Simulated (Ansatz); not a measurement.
**BP: response to strain**

BP is deformed so: x and y strained by -4 %, z held. What stress and forces result, by LAPW, PAW and all-electron datasets made for the crystal?

Program: Ansatz 0.2.0. Level of theory: DFT PBE, scalar-relativistic. These are calculated values, not measurements.

**1. Starting point**

Symmetry: F-43m, No. 216, cubic system. Conventional cell: a = 4.538 Å, b = 4.538 Å, c = 4.538 Å, α = 90.00°, β = 90.00°, γ = 90.00°. B (site symmetry -43m) has 4 P at 1.97 Å as nearest neighbours. Around P (site symmetry -43m) lie 4 B at 1.97 Å.

Structure file:

```xyz
2
Lattice="0.0000 2.2690 2.2690 2.2690 0.0000 2.2690 2.2690 2.2690 0.0000" Properties=species:S:1:pos:R:3 pbc="T T T"
B     0.0000    0.0000    0.0000
P     3.4035    3.4035    3.4035
```

Atoms are numbered in the order of the input: B1, P2.

**2. The deformed structure**

Space group F-43m before, I-4m2 after.

**3. LAPW, all electrons**

File input.yaml:

```yaml
crystal:
  lattice:
    - [0.0, 2.17824, 2.269]
    - [2.17824, 0.0, 2.269]
    - [2.17824, 2.17824, 0.0]
  atoms:
    - { symbol: B, position: [0.0, 0.0, 0.0] }
    - { symbol: P, position: [0.75, 0.75, 0.75] }
kpoints:
  mp_grid: { grid: [12, 12, 12] }
scf:
  occupations: { method: fermi_dirac, width: 0.08 }
hamiltonian:
  xc: pbe
  pseudopotentials: { kind: all_electron, lapw: { basis_error: 0.0005 } }
output:
  forces: true
  stress: true
  eigenvalues: true
```

**4. PAW on the default files**

input.yaml, as its differences from that of step 3:

```diff
@@ -14,3 +14,3 @@
   xc: pbe
-  pseudopotentials: { kind: all_electron, lapw: { basis_error: 0.0005 } }
+  pseudopotentials: { kind: paw }
 output:
@@ -19 +19,2 @@
   eigenvalues: true
+  efg: { contact_densities: true }
```

**5. All-electron PAW on datasets made for the crystal**

input.yaml, as its differences from that of step 4:

```diff
@@ -14,3 +14,3 @@
   xc: pbe
-  pseudopotentials: { kind: paw }
+  pseudopotentials: { kind: all_electron, datasets: crystal }
 output:
```

(Steps that only read results are left out.)

What does the calculation give? Wanted: pressure; largest shear or deviatoric stress.

The runs gave:

| quantity | value |
| --- | --- |
| pressure | LAPW 16.83, PAW 16.90, crystal datasets 16.83 GPa |
| largest shear or deviatoric stress (LAPW) | 8.21 GPa |

What this shows: The largest part of the stress beyond the pressure is 8.21 GPa in size, in the zz component; the atoms are carried along and not relaxed. No run of the undeformed cell stands beside it, so the pressure holds what the given cell had before the change. PAW: stress within 0.07 GPa of LAPW. Crystal datasets: stress within 0.01 GPa of LAPW.
